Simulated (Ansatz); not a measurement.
# CuI2: the cost of one run

Computed with Ansatz 0.2.0 (DFT PBE, scalar-relativistic, plane waves, PAW, unless a step's input says otherwise).

**1. The structure to begin with**

Symmetry: P-3m1, No. 164, trigonal system. The conventional cell has a = 4.029 Å, b = 4.029 Å, c = 5.122 Å, α = 90.00°, β = 90.00°, γ = 120.00°. Around Cu (site symmetry -3m) lie 6 Te at 2.71 Å. Around Te (site symmetry 3m) lie 3 Cu at 2.71 Å.

As a file:

```
CELL_PARAMETERS angstrom
4.02908 0.00000 0.00000
-2.01454 3.48929 0.00000
0.00000 0.00000 5.12186
ATOMIC_POSITIONS crystal
Cu 0.00000 0.00000 0.00000
Te 0.33333 0.66667 0.27276
Te 0.66667 0.33333 0.72724
```

It goes back to an entry of the Materials Project, which need not be the stable form.

It is the result of an earlier relaxation at this level (volume 24.00 Å³/atom; gap on the mesh: none (metal)).

**2. Te → I: the starting cell**

The start of CuI2: fractional positions of relaxed CuTe2, cell scaled by 1.003, a guess from tabulated radii. Atoms that may carry a moment start with parallel spins.

**3. Probe: one point at the start (CuI2)**

Input file input.yaml:

```yaml
crystal:
  lattice:
    - [4.0424216829, 0.0, 0.0]
    - [-2.0212108414, 3.5008398702, 0.0]
    - [0.0, 0.0, 5.1388201285]
  atoms:
    - { symbol: Cu, position: [0.0, 0.0, 0.0], spin: 1.0 }
    - { symbol: I, position: [0.3333333333, 0.6666666667, 0.2727590226] }
    - { symbol: I, position: [0.6666666667, 0.3333333333, 0.7272409774] }
basis:
  ecutwfc: 420
kpoints:
  mp_grid: { grid: [6, 6, 4] }
hamiltonian:
  xc: pbe
scf:
  occupations: { method: gaussian, width: 0.1 }
  lower_state_search: "off"
output:
  forces: true
  stress: true
  eigenvalues: true
  populations: true
magnetization:
  spin_polarized: true
```

What time and memory should one allow on 1 thread of an Arm CPU, shared host?

About 11 s, with a peak of 0.39 GiB.
